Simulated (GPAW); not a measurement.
# LiCl (Fm-3m): G0W0 with GPAW, start to end, part 2 of 2

How does a plane-wave GW calculation on LiCl (Fm-3m) run from the first input to the gap?

GPAW 26.7.0; LDA and many-body steps on it, plane waves. Known limits of the many-body steps: not at the basis limit.

So far. Step 3 (Bands along the symmetry lines): The gap is 5.936 eV, −0.005 eV from the run before at this level. Step 4 (Empty states on the mesh, 6×6×6 mesh, 515 bands): On this mesh the gap is 5.941 eV.

## (5) Screening and self-energy, 6×6×6 mesh, 235 bands, screening to 210 eV

Now the one-shot GW correction: screening in the RPA, then the self-energy of the levels asked for.

This step: G0W0 on LDA, plane waves, PAW.

Input file run.py:

```python
import json
import numpy as np
from gpaw.mpi import world
from gpaw.response.g0w0 import G0W0

gw = G0W0('full.gpw',
    filename='gw',
    kpts=[0],
    bands=(2, 6),
    ecut=210,
    nbands=235,
    integrate_gamma='WS',
    ppa=True)
gw.calculate()
res = {mode: {k: v for k, v in r.items() if k != 'sigma_eskwn'}
       for mode, r in gw.all_results.items()}

if world.rank == 0:
    with open('result.json', 'w') as f:
        json.dump(res, f, default=lambda x: x.tolist())
```

Command:

```bash
$ mpirun -n 4 gpaw python run.py
```

Numbers of over 12 decimals in the logs are rounded to 6 here.

What it wrote:

```text
Using integrator: PointIntegrator
FrequencyGridDescriptor(from 0.000+0.000j to 0.000+27.211j eV, 2 points)
Nonperiodic BCs:  [False False False]
Using integrator: PointIntegrator
FrequencyGridDescriptor(from 0.000+0.000j to 0.000+27.211j eV, 2 points)
Nonperiodic BCs:  [False False False]
  ___  _ _ _
 |   || | | |
 | | || | | |
 |__ ||_____|
 |___|

BZ k-points: Symmetries present (total): 48

  [... matrices ...]
216 k-points: 6 x 6 x 6 Monkhorst-Pack grid + [1/12,1/12,1/12]
16 k-points in the irreducible part of the Brillouin zone
       k-points in crystal coordinates                weights
   0:     0.00000000    0.00000000    0.00000000          1/216
   1:     0.16666667    0.16666667    0.00000000          6/216
   2:     0.16666667    0.16666667    0.16666667          8/216
   3:     0.33333333    0.16666667    0.16666667         12/216
   4:     0.33333333    0.33333333   -0.33333333         12/216
   5:     0.33333333    0.33333333    0.00000000          6/216
   6:     0.33333333    0.33333333    0.16666667         24/216
   7:     0.33333333    0.33333333    0.33333333          8/216
   8:     0.50000000    0.33333333   -0.33333333         24/216
   9:     0.50000000    0.33333333   -0.16666667         12/216
          ...
  15:     0.50000000    0.50000000    0.50000000          4/216

Distributing spins, k-points and bands (1 x 1 x 4) over 4 processes
Number of blocks: 1

Quasi particle states:
k-points (IBZ indices): [0]
Band range: (2, 6)
  [... matrices ...]
Computational parameters:
Plane wave cut-off: 210 eV
Number of bands: 235
Coulomb cutoff: None
Broadening: 0.1 eV

fxc modes: GW
Kernel: RPA
Using Godby-Needs plasmon-pole approximation:
  Fitting energy: i*E0, E0 = 1.000 Hartree
Summing all q:

Calculating screened Coulomb potential
No Coulomb truncation
FrequencyGridDescriptor(from 0.000+0.000j to 0.000+27.211j eV, 2 points)
Removing empty qpoint cache files...

Calculating chi0 body with:
    Ground state adapter containing:
    Number of spins: 1
    Number of kpoints: 216
    Number of irreducible kpoints: 16
    Number of completely occupied states: 4
    Number of partially occupied states: 4
    Occupied states memory: 0.565247 M / cpu

    Linear response parametrization:
    q_c: [1.3877787807814457e-17, 1.3877787807814457e-17, 1.3877787807814457e-17]
    Number of frequency points: 2
    Planewave cutoff: 210.0
    Number of bands: 235
    Number of planewaves: 259
    Broadening (eta): 1e-06
    comm.size: 4
    kncomm.size: 4
    blockcomm.size: 1

    Memory estimate of potentially large arrays:
        chi0_wGG: 2.047150 M / cpu
Integrating chi0 body.

Symmetries of q_c:
    Direct symmetries (Uq -> q): 48
    Indirect symmetries (TUq -> q): 0
In total 48 allowed symmetries.

  [... matrices ...]
16 groups of equivalent kpoints. 92.592593% reduction.

Integral kind: response function
Integrating chi0 head and wings.

Symmetries of q_c:
    Direct symmetries (Uq -> q): 48
    Indirect symmetries (TUq -> q): 0
In total 48 allowed symmetries.

  [... matrices ...]
16 groups of equivalent kpoints. 92.592593% reduction.

Integral kind: response function wings

Calculating chi0 body with:
    Ground state adapter containing:
    Number of spins: 1
    Number of kpoints: 216
    Number of irreducible kpoints: 16
    Number of completely occupied states: 4
    Number of partially occupied states: 4
[... the further q-points ...]

Results:
f:      Occupation numbers
eps:     KS-eigenvalues [eV]
vxc:     KS vxc [eV]
exx:     Exact exchange [eV]
sigma:   Self-energies [eV]
dsigma:  Self-energy derivatives
Z:       Renormalization factors
qp:      QP-energies [eV]

k-point 0 (0): (0.000, 0.000, 0.000)                GW
band       f     eps     vxc     exx   sigma  dsigma       Z      qp
                                                                   GW
   2   1.000   0.480 -17.216 -21.225   1.881  -0.244   0.804  -1.231
   3   1.000   0.480 -17.216 -21.225   1.881  -0.244   0.804  -1.231
   4   0.000   6.421 -11.221  -6.404  -3.561  -0.182   0.846   7.484
   5   0.000  12.096 -10.099  -4.495  -3.909  -0.197   0.835  13.512
```

Wall time 7 min (4 MPI ranks of Intel Xeon Platinum 8259CL at 2.50GHz (Skylake/Cascade Lake), shared host); peak memory 1.1 GiB; 28 min of CPU time.

Numbers from this step:

```yaml
g0w0_gap_on_the_points_computed: 8.715 eV
least_direct_g0w0_gap_on_the_computed_points: 8.715 eV
z_at_the_valence_top: 0.8040
z_at_the_conduction_bottom: 0.8463
starting_gap_on_the_mesh: 5.941 eV
k_of_the_valence_top: 0, 0, 0
k_of_the_conduction_bottom: 0, 0, 0
```

The gap on the mesh goes from 5.94 eV to 8.71 eV, a correction of +2.77 eV.

Limits: finite bands, cutoff and mesh. v1 is the top filled band, c1 the lowest empty one. The levels before and after the correction (eV, zero at the valence-band top of each column):

```csv
,conduction bottom,valence top
Kohn-Sham,5.94,0.00
G0W0,8.71,0.00
```

```csv
,level,energy (eV)
Kohn-Sham,Γ v2-v1,0.000
Kohn-Sham,Γ c1,5.941
Kohn-Sham,Γ c2,11.616
G0W0,Γ v2-v1,0.000
G0W0,Γ c1,8.715
G0W0,Γ c2,14.743
```

## (6) Where the time went

Times are wall times on 4 MPI ranks of Intel Xeon Platinum 8259CL at 2.50GHz (Skylake/Cascade Lake), shared host. The host was busy with other work, so they are no guide to cost.

```csv
step,time,share,memory (GiB)
ground state,11 s,2 %,0.62
bands along the symmetry lines,13 s,3 %,0.65
empty states on the mesh,22 s,5 %,1.2
screening and self-energy,7 min,90 %,1.1
```

## (7) Summary of results

| Property | Result |
| --- | --- |
| LDA gap | 5.94 eV, indirect (only 5 meV under the direct gap) |
| G0W0 gap on the mesh | 8.71 eV |
| GW settings | 6×6×6 mesh, 235 bands, screening to 210 eV, Godby-Needs plasmon pole |
| known limits | not at the basis limit |

In words: G0W0 moves the gap on the mesh from 5.94 eV to 8.71 eV (+2.77 eV), with Z of 0.80 and 0.85 at the edges. Only 1 of the mesh's irreducible points was corrected, so a valley elsewhere could overtake. The dearest step here is «screening and self-energy». Bands and cutoff are finite, so the gap is not at the basis limit. The miss can reach some tenths of an eV and take either sign; the mesh is an error of its own. These stock PAW sets were not made for GW. In the G0W0 run levels were corrected at 1 k point alone, so a gap called «on the mesh» is the least over those, and an edge elsewhere would be missed.

[Paths, hosts, dates, memory and timing lines, banners, echoed tables and standing remarks are left out of the program output.]

[Logs are printed without paths, hosts, clocks, repeated set-up lines and the standing remarks that a program may print on its own settings, such as how far it seeks lower states.]

[Runs of the session that timed out or met a known fault of the program may be left out.]

[Hosts, paths, dates, database ids (printed as entryN), source tags and the programs' standing remarks are cut or masked in the printed files.]
